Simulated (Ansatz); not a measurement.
HfSiO₄, one structure, two calculations

Cell: a structure deposited in the COD, its atoms then relaxed with PBE in this cell.

Space group I4_1/amd:1 (No. 141); a = 6.5725, c = 5.9632 Å.

| site | Wyckoff | site symmetry | x | y | z |
| --- | --- | --- | --- | --- | --- |
| Hf | 4a | -4m2 | 0.0000 | 0.5000 | 0.2500 |
| Si | 4b | -4m2 | 0.5000 | 0.0000 | 0.2500 |
| O | 16h | .m. | 0.5000 | 0.3147 | 0.8193 |

One atom of each set is listed; the run and its k-mesh use a cell of 12 atoms with edges of 5.52, 5.52, 5.52 Å.

First run. Computed with Ansatz: DFT, PBE, plane waves and PAW, scalar-relativistic, 420 eV cutoff, Γ-centred 7×7×7 k-points, Fermi–Dirac smearing 0.02 eV.

```json
{"site": "Hf", "V_zz (10²¹ V/m²)": "14.29", "η": "0.00"}
{"site": "Si", "V_zz (10²¹ V/m²)": "-2.06", "η": "0.00"}
{"site": "O", "V_zz (10²¹ V/m²)": "4.79", "η": "0.86"}
```

Second run. The same atoms and settings, except that spin–orbit coupling is included (fully relativistic PAW files).

**Question.** Given the first result, estimate the second.

**Answer.** 

```csv
site,V_zz,η,change of V_zz
Hf,14.39,0.00,+0.10
Si,-2.05,0.00,+0.01
O,4.80,0.86,+0.01
```

The largest change of V_zz is on Hf, from 14.29 to 14.39. In per cent, |V_zz| changes by +1 on Hf, 0 on Si, 0 on O (all sites that start above 0.5).

At this cell the PBE pressure is 7 GPa, so with PBE the cell would grow if it were relaxed.
